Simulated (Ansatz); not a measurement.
Below is a relaxed structure of Ta2N. It was relaxed at this level from a Materials Project cell.

Method: Ansatz, DFT PBE, scalar-relativistic, plane waves, PAW. Cutoff 420 eV, Γ-centred mesh, Gaussian smearing, no spin polarisation.

```
Ta N
1.0
     3.10113    0.00000    0.00000
    -1.55056    2.68565    0.00000
     0.00000    0.00000    4.88195
Ta N
2 1
Direct
  0.66667 0.33333 0.74490
  0.33333 0.66667 0.25510
  0.00000 0.00000 0.00000
```

Energies over the elements count from the elements' standard structures at the same level (N₂ as a molecule), with no fitted energy shifts.

**Question.** Find its symmetry and describe it.

**Answer.** P-3m1 (No. 164), the anti-cadmium iodide type. Conventional cell: a = 3.101 Å, c = 4.882 Å. Ta is surrounded by 3 N at 2.18 Å and 12 Ta at 2.99–3.10 Å; around N lie 6 Ta at 2.18 Å.

**Question.** How far does it lie from the elements in energy?

**Answer.** −0.80 eV/atom.

**Question.** Is it a metal?

**Answer.** Yes, bands cross the Fermi level on the 18×18×10 mesh.

The last run used an 18×18×10 mesh (in the run's order of axes) for its 3-atom cell and Gaussian smearing of 0.10 eV. These runs have no spin–orbit coupling, which can matter for Ta. Symmetry constrained the relaxation, so the result can be a saddle point. Another cell of Ta2N relaxed alike, in P-31m (a Materials Project cell), lies 113 meV/atom lower, so this cell isn't the stable form at this level.
